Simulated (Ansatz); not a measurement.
# Moving the pressure in Pt

The cell as given:

It takes space group P6_3/mmc (No. 194, hexagonal). Conventional cell: a = 2.761 Å, b = 2.761 Å, c = 4.792 Å, α = 90.00°, β = 90.00°, γ = 120.00°. Pt (site symmetry -6m2) is surrounded by 12 Pt at 2.76 to 2.88 Å.

This isn't the form of Pt at room conditions, which is fcc.

Kept alike: task relaxation of cell and atoms; functional PBEsol; k mesh 11 × 11 × 6; occupations fermi-dirac, width 0.05 eV; no spin polarisation. Program: Ansatz, all-electron LAPW, scalar-relativistic. The mesh is that of the run's cell of 2 atoms. No spin-orbit coupling.

| pressure, P (GPa) | volume (Å³/atom) | first edge of the run's cell (Å) | third edge of the run's cell (Å) |
| --- | --- | --- | --- |
| 0 | 15.138 | 2.732 | 4.685 |
| 5 | 14.881 | 2.718 | 4.651 |
| 10 | 14.649 | 2.706 | 4.621 |
| 20 | 14.245 | 2.683 | 4.569 |
| 30 | 13.899 | 2.664 | 4.525 |

The relaxations keep at least the cell's symmetry (P6_3/mmc). For a metal such a mesh leaves the last digits unconverged. The runs follow the start's structure, whether or not it is the stable one at these pressures.

The volume falls from 15.138 to 13.899 Å³/atom between 0 and 30 GPa. The volume falls ever more slowly, since the solid stiffens under load. At the pressures aimed at, which the runs meet within some tenths of a GPa, the step from 0 to 5 GPa gives a mean bulk modulus near 292 GPa, the last step 407 GPa. The first edge of the run's cell falls from 2.732 to 2.664 Å between 0 and 30 GPa. The third edge of the run's cell falls from 4.685 to 4.525 Å between 0 and 30 GPa.

Compression of hexagonal Pt is mildly anisotropic: the third edge shortens proportionally more than the first over every pressure step. The axial ratio therefore falls steadily, but it stays above the ideal value for close-packed spheres, so contacts between layers remain longer than those within them. These longer contacts probably give way more easily, which would explain the softer stacking direction. The elongation itself suggests that the bonding is not that of simple packed spheres, with the partly filled 5d shell favouring short in-plane contacts.

The large resistance to compression is typical of a late 5d metal, in which extended d orbitals contribute strongly to cohesion while the filled states and cores resist closer approach. As the atoms are pushed together, this repulsion and the kinetic energy of the confined electrons rise faster than the bonding gain, hence the increase in mean bulk modulus from 292 to 407 GPa. The drift towards the ideal axial ratio doesn't establish that it would be reached at higher pressure.
